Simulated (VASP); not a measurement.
# W (I4/mmm) in VASP: a series of runs, part 2 of 2

VASP 6.6.1. The steps go on from the part before.

### 4 Single point, PBE (strain -0.0200 x Voigt [0, 0, 1, 0, 0, 0], atoms carried along)

INCAR

```
SYSTEM = W
ALGO = Fast
EDIFF = 1E-6
ENCUT = 520
GGA = PE
ISIF = 2
ISMEAR = 0
LASPH = .TRUE.
LCHARG = .TRUE.
LELF = .TRUE.
LREAL = .FALSE.
LVHAR = .TRUE.
LWAVE = .FALSE.
NBANDS = 13
NELM = 100
PREC = Accurate
SIGMA = 0.15
```

KPOINTS

```
k-points
0
G
  20 20 20
  0 0 0
```

POSCAR

```
W
1.0
    0.0000000000      2.0300000000      1.9894000000
    2.0300000000      0.0000000000      1.9894000000
    2.0300000000      2.0300000000      0.0000000000
W
1
Direct
    0.0000000000      0.0000000000      0.0000000000
```

Potentials or basis: VASP PAW PBE potentials, release 64 (W_sv).

Started as:

```
$ cat potpaw_PBE.64/W_sv/POTCAR > POTCAR
$ mpirun -np 1 vasp_std > vasp.out
```

OUTCAR:

```text
SYSTEM = W
   EDIFF = 1E-6
   ENCUT = 520
   GGA = PE
   ISIF = 2
   ISMEAR = 0
   LASPH = .TRUE.
   LREAL = .FALSE.
   NELM = 100
   PREC = Accurate

 ion  position               nearest neighbor table
   1  0.000  0.000  0.000-

  LATTYP: Found a body centered tetragonal cell.
 ALAT       =     2.8708535316
 C/A-ratio  =     1.3859292911

  Lattice vectors:

 A1 = (   0.0000000000,  -2.0300000000,  -1.9894000000)
 A2 = (   0.0000000000,   2.0300000000,  -1.9894000000)
 A3 = (   2.0300000000,   0.0000000000,   1.9894000000)

Analysis of symmetry for initial positions (statically):
=====================================================================
 Subroutine PRICEL returns:
 Original cell was already a primitive cell.

 Routine SETGRP: Setting up the symmetry group for a
 body centered tetragonal supercell.

 Subroutine GETGRP returns: Found 16 space group operations
 (whereof 16 operations were pure point group operations)
 out of a pool of 16 trial point group operations.

The static configuration has the point symmetry D_4h.

Analysis of symmetry for dynamics (positions and initial velocities):
=====================================================================
[... 173 lines left out ...]
      6       9.8586      2.00000
      7       9.8586      2.00000
      8      10.1233      1.99979
      9      12.8737      0.00000
     10      13.2641      0.00000
     11      23.2956      0.00000
     12      28.2897      0.00000
     13      28.2897      0.00000
[... 354 lines left out ...]
  band No.  band energies     occupation
      1     -63.0795      2.00000
      2     -27.7594      2.00000
      3     -26.9419      2.00000
      4     -26.9400      2.00000
      5       4.8267      2.00000
      6       9.6272      2.00000
      7       9.8902      2.00000
      8      10.0603      1.99998
      9      14.1780      0.00000
     10      14.9844      0.00000
     11      22.0421      0.00000
     12      25.0934      0.00000
     13      30.6373      0.00000

 [... further k-points ...]

------------------------ aborting loop because EDIFF is reached ----------------------------------------

  FORCE on cell =-STRESS in cart. coord.  units (eV):
  Direction    XX          YY          ZZ          XY          YZ          ZX
  --------------------------------------------------------------------------------------
  -------------------------------------------------------------------------------------
  Total        0.3850823      0.3850823     -0.3564259      0.0000000     -0.0000000      0.0000000
  in kB       37.6287593     37.6287593    -34.8285686      0.0000000     -0.0000000      0.0000000
  external PRESSURE =      13.4763167 kB  Pullay stress =       0.0000000 kB

 VOLUME and BASIS-vectors are now :
 -----------------------------------------------------------------------------
  energy-cutoff  :      520.00
  volume of cell :       16.40
      direct lattice vectors                 reciprocal lattice vectors
     0.000000000  2.030000000  1.989400000    -0.246305419  0.246305419  0.251332060
     2.030000000  0.000000000  1.989400000     0.246305419 -0.246305419  0.251332060
     2.030000000  2.030000000  0.000000000     0.246305419  0.246305419 -0.251332060

 POSITION                                       TOTAL-FORCE (eV/Angst)
 -----------------------------------------------------------------------------------
      0.00000      0.00000      0.00000         0.000000      0.000000      0.000000
 -----------------------------------------------------------------------------------
    total drift:                                0.000000     -0.000000     -0.000000

  FREE ENERGIE OF THE ION-ELECTRON SYSTEM (eV)
  ---------------------------------------------------
  free  energy   TOTEN  =       -12.4816625132 eV

  energy  without entropy=      -12.4670004879  energy(sigma->0) =      -12.47433150
```

OSZICAR:

```text
N       E                     dE             d eps       ncg     rms          rms(c)
DAV:   1     0.851601995021E+02    0.85160E+02   -0.75078E+03 16756   0.122E+03
DAV:   2    -0.114088904423E+02   -0.96569E+02   -0.92945E+02 18491   0.316E+02
DAV:   3    -0.130956662352E+02   -0.16868E+01   -0.16788E+01 18461   0.402E+01
DAV:   4    -0.131030091655E+02   -0.73429E-02   -0.73427E-02 18616   0.292E+00
DAV:   5    -0.131030740624E+02   -0.64897E-04   -0.64895E-04 18721   0.259E-01    0.190E+01
RMM:   6    -0.126078804115E+02    0.49519E+00   -0.40548E-01 18000   0.597E+00    0.776E+00
RMM:   7    -0.124847862316E+02    0.12309E+00   -0.27518E-01 18131   0.492E+00    0.760E-01
RMM:   8    -0.124818495453E+02    0.29367E-02   -0.11336E-02 20693   0.114E+00    0.227E-01
RMM:   9    -0.124816706994E+02    0.17885E-03   -0.15650E-03 20100   0.472E-01    0.224E-02
RMM:  10    -0.124816695542E+02    0.11452E-05   -0.23688E-04 21054   0.185E-01    0.780E-03
RMM:  11    -0.124816617482E+02    0.78060E-05   -0.37794E-05 21642   0.752E-02    0.480E-03
RMM:  12    -0.124816625132E+02   -0.76496E-06   -0.82105E-06 18778   0.355E-02
   1 F= -.12481663E+02 E0= -.12474332E+02  d E =-.146620E-01
```

stdout:

```text
POSCAR found type information on POSCAR W
 POSCAR found :  1 types and       1 ions
 scaLAPACK will be used
 LDA part: xc-table for (Slater+PW92), standard interpolation
 POSCAR, INCAR and KPOINTS ok, starting setup
 FFT: planning ... GRIDC
 FFT: planning ... GRID_SOFT
 FFT: planning ... GRID
 WAVECAR not read
 entering main loop
WARNING in EDDRMM: call to ZHEGV failed, returncode =   6  3     13
WARNING in EDDRMM: call to ZHEGV failed, returncode =   6  3     12
```

Wall time 79 s (1 thread of AMD EPYC 9R45 (Zen 5), shared host); peak memory 0.21 GiB.

What came out:

```
Free energy            : -12.4817 eV
Pressure               : 1.3 GPa
Band gap on the k mesh : none (metal or under the smearing width)
```

Spin-orbit coupling is left out, which matters for the levels of W.

### 5 Single point, PBE (strain +0.0300 x Voigt [0, 0, 1, 0, 0, 0], atoms carried along)

INCAR

```
PREC = Accurate ; ENCUT = 520
EDIFF = 1E-7 ; ISMEAR = 0
SIGMA = 0.15 ; LREAL = False
LASPH = True ; NELM = 100
ALGO = Fast ; ISIF = 2
LWAVE = False ; LCHARG = True
GGA = PE ; LELF = True
LVHAR = True ; NBANDS = 13
```

KPOINTS

```
Automatic mesh
0
Gamma
  20 20 20
```

POSCAR

```
W
1.0
    0.0000000000      2.0300000000      2.0909000000
    2.0300000000      0.0000000000      2.0909000000
    2.0300000000      2.0300000000      0.0000000000
W
1
Direct
    0.0000000000      0.0000000000      0.0000000000
```

Started as:

```
$ cat potpaw_PBE.64/W_sv/POTCAR > POTCAR
$ mpirun -np 1 vasp_std > vasp.out
```

Wall time 98 s (1 thread of AMD EPYC 9R45 (Zen 5), shared host); peak memory 0.22 GiB.

Results (log left out):

```
Free energy            : -12.4582 eV
Pressure               : -11.6 GPa
Band gap on the k mesh : none (metal or under the smearing width)
```

Stress tensor (GPa, compression positive):
```
-14.22   0.00   0.00
  0.00 -14.22   0.00
  0.00   0.00  -6.45
```

Levels at points of the mesh, in eV from the Fermi level:
```csv
k point,band 3,band 4,band 5,band 6,band 7,band 8,band 9,band 10,band 11,band 12
"(0.00, 0.00, 0.00)",-37.48,-37.48,-8.76,-0.78,-0.40,-0.40,2.09,2.65,12.71,17.08
"(0.50, 0.00, 0.00)",-37.65,-37.59,-5.37,-0.94,-0.52,0.48,4.56,4.79,9.56,12.30
"(0.50, 0.50, 0.00)",-37.80,-37.80,-5.21,-4.21,2.39,4.68,5.33,5.33,11.60,11.61
"(0.50, 0.00, 0.50)",-37.88,-37.84,-5.17,-4.26,2.96,4.60,5.14,5.58,10.96,11.36
```

### 6 The runs side by side

```tsv
cell	further INCAR settings	gap on the mesh (eV)	pressure (GPa)
strain +0.0350 x Voigt [0, 0, 1, 0, 0, 0], atoms carried along	ALGO = Fast; EDIFF = 1e-07; NBANDS = 13	none	-12.8
strain -0.0400 x Voigt [0, 0, 1, 0, 0, 0], atoms carried along	ALGO = Fast; EDIFF = 1e-07; NBANDS = 13	none	7.6
strain -0.0200 x Voigt [0, 0, 1, 0, 0, 0], atoms carried along	ALGO = Fast; EDIFF = 1e-06; NBANDS = 13	none	1.3
strain +0.0300 x Voigt [0, 0, 1, 0, 0, 0], atoms carried along	ALGO = Fast; EDIFF = 1e-07; NBANDS = 13	none	-11.6
```

Alike in all rows: task single point; level PBE; potentials or basis VASP PAW PBE potentials, release 64 (W_sv); no spin polarisation; k mesh 20 × 20 × 20; cutoff (eV) 520; smearing gaussian 0.15 eV.

Absolute energies hang on the potentials; compare differences alone.
